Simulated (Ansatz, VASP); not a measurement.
Two plane-wave programs on Au

File INCAR:

```
PREC     = Accurate       # precision mode
ENCUT    = 520            # plane-wave cutoff, eV
EDIFF    = 1E-6           # SCF threshold, eV
ISMEAR   = -1             # smearing method
SIGMA    = 0.05           # smearing width, eV
LREAL    = False          # projectors in reciprocal space
LASPH    = True           # aspherical terms in the spheres
NELM     = 150            # most SCF steps
ALGO     = Normal         # electronic algorithm
ISIF     = 2              # what is computed and relaxed
LWAVE    = False          # write WAVECAR
LCHARG   = False          # write CHGCAR
MAGMOM   = 0 0 0          # initial moments
LORBIT   = 11             # projections on sites
LSORBIT  = True           # spin-orbit coupling
GGA_COMPAT= False        
LORBMOM  = True         
LMAXMIX  = 4              # l up to which the mixer works
GGA      = PS             # functional
NBANDS   = 22             # bands
```

File KPOINTS:

```
Automatic mesh
0
Gamma
  7 7 7
```

The input POSCAR:

```
Au
1.0
    2.7484100000      0.0000000000      0.0000000000
    0.0000000000      2.7484100000      0.0000000000
    0.0000000000      0.0000000000      2.7484100000
Au
1
Direct
    0.5000000000      0.5000000000      0.5000000000
```

Contents of input.yaml:

```yaml
crystal:
  lattice:
    - [2.74841, 0.0, 0.0]
    - [0.0, 2.74841, 0.0]
    - [0.0, 0.0, 2.74841]
  atoms:
    - { symbol: Au, position: [0.5, 0.5, 0.5] }
hamiltonian:
  xc: pbesol
  pseudopotentials: { kind: paw_fr }
magnetization:
  noncollinear: true
  spin_orbit: true
kpoints:
  mp_grid: { grid: [7, 7, 7] }
  band_path:
    path:
      - [[0.0, 0.0, 0.0], [0.0, 0.5, 0.0], [0.5, 0.5, 0.0], [0.0, 0.0, 0.0], [0.5, 0.5, 0.5], [0.0, 0.5, 0.0]]
      - [[0.5, 0.5, 0.0], [0.5, 0.5, 0.5]]
    npoints: 14
scf:
  occupations: { method: fermi_dirac, width: 0.05 }
  n_extra_bands: 6
output:
  forces: true
  stress: true
  eigenvalues: true
  fatbands: true
```

The cell was built by a generator and needn't be a form met in nature.

Alike in both runs: functional PBEsol; k mesh 7 × 7 × 7; occupations fermi-dirac, width 0.05 eV; non-collinear spin, spin-orbit coupling.

|  | VASP | Ansatz |
| --- | --- | --- |
| version | VASP 6.6.1 | Ansatz 0.2.0 |
| potentials or method | VASP PAW PBE potentials, release 64 (Au) | Ansatz PAW |
| plane-wave cutoff (eV) | 520 | 420 |
| valence electrons in the cell | 11 | 19 |
| task | single point | band structure |

Ansatz gave:

```
gap on the k mesh at the Fermi level (eV) : none
pressure (GPa)                            : -8.1
net moment per atom (μB)                  : 0.00
```

**Question.** Which values does VASP return?

**Answer.** gap on the k mesh at the Fermi level (eV): none; pressure (GPa): -8.0; net moment per atom (μB): 0.00.

A gap of «none» marks a metal or a gap that the smearing closes. The two sets of potentials don't hold the same shells in valence.

Caveats: the PAW data sets were made with another functional, which shifts forces and pressure a little (VASP); the PAW data sets come from PBE, with cores solved anew for the run's functional, which leaves a small shift of forces and pressure (Ansatz).
